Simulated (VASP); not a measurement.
# SiC (Imm2) in VASP: a series of runs, part 2 of 2

VASP 6.6.1. The steps go on from the part before.

## 3. Single point, PBE

This run uses another cell than the first one, of 10.74 Å³/atom, 0.990 times its volume.

INCAR reads:

```
SYSTEM = SiC
PREC     = Accurate       ! precision mode
ENCUT    = 520            ! plane-wave cutoff, eV
EDIFF    = 1E-6           ! SCF threshold, eV
ISMEAR   = 0              ! smearing method
SIGMA    = 0.02           ! smearing width, eV
LREAL    = .False.        ! projectors in reciprocal space
LASPH    = .True.         ! aspherical terms in the spheres
NELM     = 100            ! most SCF steps
ALGO     = Normal         ! electronic algorithm
ISIF     = 2              ! what is computed and relaxed
LWAVE    = .False.        ! write WAVECAR
LCHARG   = .False.        ! write CHGCAR
GGA      = PE             ! functional
NBANDS   = 16             ! bands
```

KPOINTS reads:

```
regular mesh
0
Gamma
  8 6 10
  0 0 0
```

POSCAR reads:

```
SiC
1.0
    3.1564802839      0.0000000000      0.0000000000
    0.0000000000      4.4639371775      0.0000000000
    0.0000000000      0.0000000000      3.0500959376
Si C
2 2
Direct
    0.0000000000      0.0000000000      0.0000000000
    0.5000000000      0.5000000000      0.5000023000
    0.5000000000      0.2500000000      0.0000000000
    1.0000000000      0.7500000000      0.5000023000
```

Potentials or basis: VASP PAW PBE potentials, release 64 (Si, C).

The run is started by

```bash
$ cat potpaw_PBE.64/Si/POTCAR potpaw_PBE.64/C/POTCAR > POTCAR
$ mpirun -np 1 vasp_std > vasp.out
```

It took 22 s on 1 thread of Intel Xeon 6975P-C (Granite Rapids), shared host; peak memory 0.19 GiB.

The run converged. Its results:

| Item | Value |
| --- | --- |
| Free energy | -30.0606 eV |
| Pressure | -4.4 GPa |
| Largest force | 0.219 eV/Å |
| Band gap on the k mesh | 1.20 eV |

Forces in eV/Å, atoms in the order of the input:
```
Si   0.000  0.219  0.000
Si   0.000  0.219  0.000
C    0.000 -0.219  0.000
C    0.000 -0.219  0.000
```

Stress tensor (GPa, compression positive):
```
-11.50   0.00   0.00
  0.00  -7.61   0.00
  0.00   0.00   5.77
```

Levels at points of the mesh, in eV from the valence-band top:
```tsv
k point	band 5	band 6	band 7	band 8	band 9	band 10	band 11	band 12
(0.00, 0.00, 0.00)	-2.87	-0.23	-0.20	0.00	1.31	4.31	5.45	6.51
(0.50, 0.00, 0.00)	-4.53	-4.53	-1.07	-1.07	5.62	5.62	8.64	8.64
(0.00, 0.50, 0.00)	-2.16	-2.16	-1.72	-1.72	3.79	3.79	6.17	6.17
(0.50, 0.50, 0.00)	-1.21	-1.21	-0.97	-0.97	5.09	5.09	6.86	6.86
(0.00, 0.00, 0.50)	-4.41	-4.41	-1.31	-1.31	5.20	5.20	7.95	7.95
(0.50, 0.00, 0.50)	-3.32	-3.32	-3.29	-3.29	1.20	1.20	3.95	3.95
(0.00, 0.50, 0.50)	-1.37	-1.37	-1.18	-1.18	4.72	4.72	6.74	6.74
(0.50, 0.50, 0.50)	-4.93	-4.93	-4.68	-4.68	4.86	4.86	8.71	8.71
```

A k mesh can miss the band edges. Expect the measured gap to be larger: semilocal functionals such as PBE lack the derivative discontinuity.

## 4. Single point, PBE

INCAR reads:

```
ALGO = Normal
EDIFF = 1E-6
ENCUT = 520
GGA = PE
ISIF = 2
ISMEAR = 0
LASPH = True
LCHARG = False
LREAL = False
LWAVE = False
NBANDS = 16
NELM = 100
PREC = Accurate
SIGMA = 0.02
```

KPOINTS reads:

```
k-points
0
Gamma
  8 6 10
```

POSCAR reads:

```
SiC
1.0
    3.1564802839      0.0000000000      0.0000000000
    0.0000000000      4.4639371775      0.0000000000
    0.0000000000      0.0000000000      3.0814695559
Si C
2 2
Direct
    0.0000000000      0.0009165754      0.0000000000
    0.5000000000      0.5009165754      0.5000000000
    0.5000000000      0.2490834246      0.0000000000
    1.0000000000      0.7490834246      0.5000000000
```

Potentials or basis: VASP PAW PBE potentials, release 64 (Si, C).

The run is started by

```bash
$ cat potpaw_PBE.64/Si/POTCAR potpaw_PBE.64/C/POTCAR > POTCAR
$ mpirun -np 1 vasp_std > vasp.out
```

OUTCAR:

```text
EDIFF = 1E-6
   ENCUT = 520
   GGA = PE
   ISIF = 2
   ISMEAR = 0
   LASPH = True
   LREAL = False
   NELM = 100
   PREC = Accurate

 ion  position               nearest neighbor table
   1  0.000  0.001  0.000-   4 1.91   4 1.91   3 1.93   3 1.93   2 3.14   2 3.14   2 3.14   2 3.14
                             2 3.14   2 3.14   2 3.14   2 3.14
   2  0.500  0.501  0.500-   3 1.91   3 1.91   4 1.93   4 1.93   1 3.14   1 3.14   1 3.14   1 3.14
                             1 3.14   1 3.14   1 3.14   1 3.14
   3  0.500  0.249  0.000-   2 1.91   2 1.91   1 1.93   1 1.93
   4  0.000  0.749  0.500-   1 1.91   1 1.91   2 1.93   2 1.93

  LATTYP: Found a simple orthorhombic cell.
 ALAT       =     3.0814695559
 B/A-ratio  =     1.0243425180
 C/A-ratio  =     1.4486390654

  Lattice vectors:

 A1 = (   0.0000000000,   0.0000000000,   3.0814695559)
 A2 = (   3.1564802839,   0.0000000000,   0.0000000000)
 A3 = (   0.0000000000,   4.4639371775,   0.0000000000)

Analysis of symmetry for initial positions (statically):
=====================================================================
[... 194 lines left out ...]
  free energy    TOTEN  =       -30.07035916 eV

  energy without entropy =      -30.07035916  energy(sigma->0) =      -30.07035916

 E-fermi :   7.8052     XC(G=0): -11.1480

 val. band max:        7.7131055892   @ k =   0.0000   0.0000   0.0000
 cond. band min:       8.9424325410   @ k =   0.5000   0.0000   0.5000
 fundamental gap:      1.2293269517
 Fermi energy:         7.8052252139

 k-point     1 :       0.0000    0.0000    0.0000
  band No.  band energies     occupation
      1      -7.4546      2.00000
      2      -2.7208      2.00000
      3      -0.1654      2.00000
      4       4.3724      2.00000
      5       4.7720      2.00000
      6       7.5035      2.00000
[... 433 lines left out ...]
      3       0.8132      2.00000
      4       2.3757      2.00000
      5       3.1137      2.00000
      6       4.6668      2.00000
[... 8 lines left out ...]
     15      17.1902      0.00000
     16      18.6025      0.00000

 [... further k-points ...]
[... 5 lines left out ...]
  --------------------------------------------------------------------------------------
  -------------------------------------------------------------------------------------
  Total       -2.9803942     -2.3692552      0.0057706      0.0000000      0.0000000      0.0000000
  in kB     -109.9778565    -87.4265592      0.2129373      0.0000000      0.0000000      0.0000000
  external PRESSURE =     -65.7304928 kB  Pullay stress =       0.0000000 kB

 VOLUME and BASIS-vectors are now :
 -----------------------------------------------------------------------------
  energy-cutoff  :      520.00
  volume of cell :       43.42
      direct lattice vectors                 reciprocal lattice vectors
     3.156480284  0.000000000  0.000000000     0.316808568  0.000000000  0.000000000
     0.000000000  4.463937178  0.000000000     0.000000000  0.224017490  0.000000000
     0.000000000  0.000000000  3.081469556     0.000000000  0.000000000  0.324520487

 POSITION                                       TOTAL-FORCE (eV/Angst)
 -----------------------------------------------------------------------------------
      0.00000      0.00409      0.00000         0.000000      0.000378     -0.000000
      1.57824      2.23606      1.54073         0.000000      0.000378     -0.000000
      1.57824      1.11189      0.00000        -0.000000     -0.000378      0.000000
      0.00000      3.34386      1.54073        -0.000000     -0.000378      0.000000
 -----------------------------------------------------------------------------------
    total drift:                                0.000000     -0.000374      0.000000

  FREE ENERGIE OF THE ION-ELECTRON SYSTEM (eV)
  ---------------------------------------------------
  free  energy   TOTEN  =       -30.0703591552 eV

  energy  without entropy=      -30.0703591552  energy(sigma->0) =      -30.07035916
```

OSZICAR:

```text
N       E                     dE             d eps       ncg     rms          rms(c)
DAV:   1     0.245749856220E+02    0.24575E+02   -0.70737E+03  3848   0.869E+02
DAV:   2    -0.308683722014E+02   -0.55443E+02   -0.50220E+02  5448   0.155E+02
DAV:   3    -0.335051533493E+02   -0.26368E+01   -0.26249E+01  5000   0.311E+01
DAV:   4    -0.335252743137E+02   -0.20121E-01   -0.20117E-01  4664   0.332E+00
DAV:   5    -0.335254721612E+02   -0.19785E-03   -0.19784E-03  4872   0.316E-01    0.118E+01
DAV:   6    -0.301173959641E+02    0.34081E+01   -0.60894E+00  4896   0.152E+01    0.526E+00
DAV:   7    -0.300878316127E+02    0.29564E-01   -0.11162E+00  5144   0.598E+00    0.240E+00
DAV:   8    -0.300721572028E+02    0.15674E-01   -0.52342E-02  4608   0.146E+00    0.581E-01
DAV:   9    -0.300700335140E+02    0.21237E-02   -0.86808E-03  4896   0.619E-01    0.133E-01
DAV:  10    -0.300703361891E+02   -0.30268E-03   -0.12580E-03  4984   0.206E-01    0.638E-02
DAV:  11    -0.300703574761E+02   -0.21287E-04   -0.11387E-04  4696   0.751E-02    0.166E-02
DAV:  12    -0.300703587144E+02   -0.12383E-05   -0.80056E-06  4320   0.181E-02    0.566E-03
DAV:  13    -0.300703591552E+02   -0.44085E-06   -0.40283E-07  2896   0.439E-03
   1 F= -.30070359E+02 E0= -.30070359E+02  d E =-.143757E-13
```

Wall time 23 s (1 thread of Intel Xeon 6975P-C (Granite Rapids), shared host); peak memory 0.19 GiB.

Results:

- Free energy: -30.0704 eV
- Pressure: -6.6 GPa
- Band gap on the k mesh: 1.23 eV

A k mesh can miss the band edges. As with any semilocal functional, this PBE gap is likely too small.
